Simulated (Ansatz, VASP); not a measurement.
One calculation of MnO, two programs

INCAR

```
PREC = Accurate ; ENCUT = 520
EDIFF = 1E-7 ; ISMEAR = -1
SIGMA = 0.05 ; LREAL = False
LASPH = True ; NELM = 150
ALGO = Normal ; ISIF = 2
LWAVE = False ; LCHARG = False
ISPIN = 2 ; MAGMOM = 4 0
LORBIT = 11 ; LMAXMIX = 4
GGA = PE ; NBANDS = 20
```

File KPOINTS:

```
Automatic mesh
0
Gamma
  10 10 10
```

POSCAR

```
MnO
1.0
    0.0000000000      2.2239077028      2.2239077028
    2.2239077028      0.0000000000      2.2239077028
    2.2239077028      2.2239077028      0.0000000000
Mn O
1 1
Direct
    0.0000000000      0.0000000000      0.0000000000
    0.5000000000      0.5000000000      0.5000000000
```

File input.yaml:

```yaml
crystal:
  lattice:
    - [0.0, 2.2239077028, 2.2239077028]
    - [2.2239077028, 0.0, 2.2239077028]
    - [2.2239077028, 2.2239077028, 0.0]
  atoms:
    - { symbol: Mn, position: [0.0, 0.0, 0.0], spin: 4.0 }
    - { symbol: O, position: [0.5, 0.5, 0.5] }
kpoints:
  mp_grid: { grid: [10, 10, 10] }
  band_path:
    path:
      - [0.0, 0.0, 0.0]
      - [0.5, 0.0, 0.5]
      - [0.5, 0.25, 0.75]
      - [0.375, 0.375, 0.75]
      - [0.0, 0.0, 0.0]
      - [0.5, 0.5, 0.5]
      - [0.625, 0.25, 0.625]
      - [0.5, 0.25, 0.75]
    npoints: 12
scf:
  occupations: { method: fermi_dirac, width: 0.05 }
hamiltonian:
  xc: pbe
  pseudopotentials: { kind: all_electron, lapw: { basis_error: 0.001 } }
magnetization:
  spin_polarized: true
output:
  forces: true
  stress: true
  eigenvalues: true
```

Alike in both runs: functional PBE; k mesh 10 × 10 × 10; occupations fermi-dirac, width 0.05 eV; collinear spin.

```csv
,VASP,Ansatz
version,VASP 6.6.1,Ansatz 0.2.0
potentials or method,"VASP PAW PBE potentials, release 64 (Mn_pv, O)","all-electron LAPW, scalar-relativistic"
plane-wave cutoff (eV),520,see its input
task,single point,band structure
```

VASP gave:

```
gap on the k mesh at the Fermi level (eV)                     : none
pressure (GPa)                                                : 0.2
net moment per atom (μB)                                      : 2.40
size of the moment on the site where the two differ most (μB) : 0.20
```

Question: What did Ansatz give for the same quantities?

Answer: gap on the k mesh at the Fermi level (eV): none; pressure (GPa): 0.1; net moment per atom (μB): 2.40; size of the moment on the site where the two differ most (μB): 0.24.

Site moments also hang on the region over which each program counts them. A gap of «none» marks a metal or a gap that the smearing closes. Ansatz ran all-electron here, so the differences hold the error of VASP's frozen core and of both bases.

Caveats: a cell with one magnetic atom can't hold antiferromagnetic order, which such compounds often take; semilocal functionals often make such compounds metallic where correlation or magnetic order opens a gap, which also shifts bond lengths.
